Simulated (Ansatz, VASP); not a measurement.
# One calculation of C, two programs

File INCAR:

```
  ALGO = Normal
  EDIFF = 1E-6
  ENCUT = 520
  GGA = PE
  ISIF = 2
  ISMEAR = 0
  LASPH = True
  LCHARG = True
  LELF = True
  LREAL = False
  LVHAR = True
  LWAVE = False
  NBANDS = 11
  NELM = 100
  PREC = Accurate
  SIGMA = 0.027000000000000003
```

The input KPOINTS:

```
k-points
0
Gamma
  13 13 13
```

The input POSCAR:

```
C
1.0
    0.0000000000      1.7833700000      1.7833700000
    1.7833700000      0.0000000000      1.7833700000
    1.7833700000      1.7833700000      0.0000000000
C
2
Direct
    0.7500000000      0.7500000000      0.7500000000
    0.5000000000      0.5000000000      0.5000000000
```

Contents of input.yaml:

```yaml
crystal:
  lattice:
    - [0.0, 1.78337, 1.78337]
    - [1.78337, 0.0, 1.78337]
    - [1.78337, 1.78337, 0.0]
  atoms:
    - { symbol: C, position: [0.75, 0.75, 0.75] }
    - { symbol: C, position: [0.5, 0.5, 0.5] }
kpoints:
  mp_grid: { grid: [13, 13, 13] }
scf:
  occupations: { method: gaussian, width: 0.027 }
hamiltonian:
  xc: pbe
  pseudopotentials: { kind: all_electron, lapw: { basis_error: 0.001 } }
output:
  forces: true
  stress: true
  eigenvalues: true
```

This isn't the form of C at room conditions, which is graphite.

Alike in both runs: task single point; functional PBE; k mesh 13 × 13 × 13; occupations gaussian, width 0.027 eV; no spin polarisation.

|  | VASP | Ansatz |
| --- | --- | --- |
| version | VASP 6.6.1 | Ansatz 0.2.0 |
| potentials or method | VASP PAW PBE potentials, release 64 (C) | all-electron LAPW, scalar-relativistic |
| plane-wave cutoff (eV) | 520 | see its input |

VASP gave:

| Item | Value |
| --- | --- |
| gap on the k mesh at the Fermi level (eV) | 4.14 |
| least direct gap on the mesh (eV) | 5.59 |
| pressure (GPa) | 2.5 |

Question: What did Ansatz give for the same quantities?

Answer: gap on the k mesh at the Fermi level (eV): 4.15; least direct gap on the mesh (eV): 5.60; pressure (GPa): 1.8.

Ansatz ran all-electron here, so the differences hold the error of VASP's frozen core and of both bases.

Caveats: an odd mesh through Γ misses points on the zone boundary, where band edges often lie.
